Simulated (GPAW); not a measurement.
Consider RbBr (Fm-3m).

```cif
data_structure
_symmetry_space_group_name_H-M 'P 1'
_symmetry_Int_Tables_number 1
_cell_length_a 4.8465
_cell_length_b 4.8465
_cell_length_c 4.8465
_cell_angle_alpha 60.000
_cell_angle_beta 60.000
_cell_angle_gamma 60.000
_cell_volume 80.50
loop_
_atom_site_label
_atom_site_type_symbol
_atom_site_fract_x
_atom_site_fract_y
_atom_site_fract_z
_atom_site_occupancy
Rb1 Rb 0.00000 0.00000 0.00000 1
Br2 Br 0.50000 0.50000 0.50000 1
```

Absorber: atom 2, with 6 Rb at 3.43 Å (octahedral, site symmetry m-3m). Method: GPAW, PBE, full core hole (charged cell), 8-atom cell with 6.9 Å between holes, 3×3×3 k points, dipole transitions, Gaussian full width 2.52 eV up to 4 eV, rising linearly to 3.5 eV at 25 eV.

The database entry behind the starting cell differs from later determinations by our own check (about 0.5 % short), so it need not match the best structure at ambient conditions.

Where do the maxima of the Br K edge fall?

Main maxima up to 30 eV above the zero (height): 3.2 eV (1.33), 14.0 eV (1.11), 19.2 eV (1.29) and 26.4 eV (1.13). A K edge sees empty p states on the absorber. 

The Br K spectrum (energy from the lowest empty level; intensity scaled to a mean of 1 over the first 20 eV):

```tsv
E (eV)	intensity
-2.0	0.00
-1.5	0.00
-1.0	0.01
-0.5	0.04
0.0	0.10
0.5	0.22
1.0	0.41
1.5	0.69
2.0	0.98
2.5	1.21
3.0	1.32
3.5	1.32
4.0	1.26
4.5	1.20
5.0	1.16
5.5	1.15
6.0	1.16
6.5	1.16
7.0	1.14
7.5	1.07
8.0	0.96
8.5	0.86
9.0	0.79
9.5	0.75
10.0	0.75
10.5	0.77
11.0	0.81
11.5	0.86
12.0	0.92
12.5	0.99
13.0	1.05
13.5	1.09
14.0	1.11
14.5	1.09
15.0	1.04
15.5	0.98
16.0	0.94
16.5	0.94
17.0	0.98
17.5	1.07
18.0	1.17
18.5	1.25
19.0	1.29
19.5	1.29
20.0	1.25
20.5	1.19
21.0	1.12
21.5	1.06
22.0	1.00
22.5	0.95
23.0	0.91
23.5	0.91
24.0	0.93
24.5	0.97
25.0	1.02
25.5	1.08
26.0	1.12
26.5	1.13
27.0	1.11
27.5	1.07
28.0	1.02
28.5	0.98
29.0	0.95
29.5	0.95
30.0	0.97
30.5	0.98
31.0	0.99
31.5	0.97
32.0	0.95
```

The script folds with a Gaussian, whereas the core hole's own line is a Lorentzian, so the onset is too steep and the first peak too high. Lifetime broadening is put in by hand, and intensities beyond about 20 eV depend on it and on the partial waves. The structure is a published determination, not relaxed.

[Banner, clock and machine lines of the logs are left out without a mark of their own.]

[Logs are printed without paths, hosts, clocks, repeated set-up lines and the standing remarks that a program may print on its own settings, such as how far it seeks lower states.]

[Hosts, paths, dates, database ids (printed as entryN), source tags and the programs' standing remarks are cut or masked in the printed files.]

[Lists of maxima count a maximum above −3 eV only where it reaches 4 % of the highest in the window and stands out from its surroundings by 2 % of it (1.5 % where it reaches 55 %); shoulders and weaker maxima are passed over, and of the rest the first, up to two pre-edge ones and the few strongest are named.]
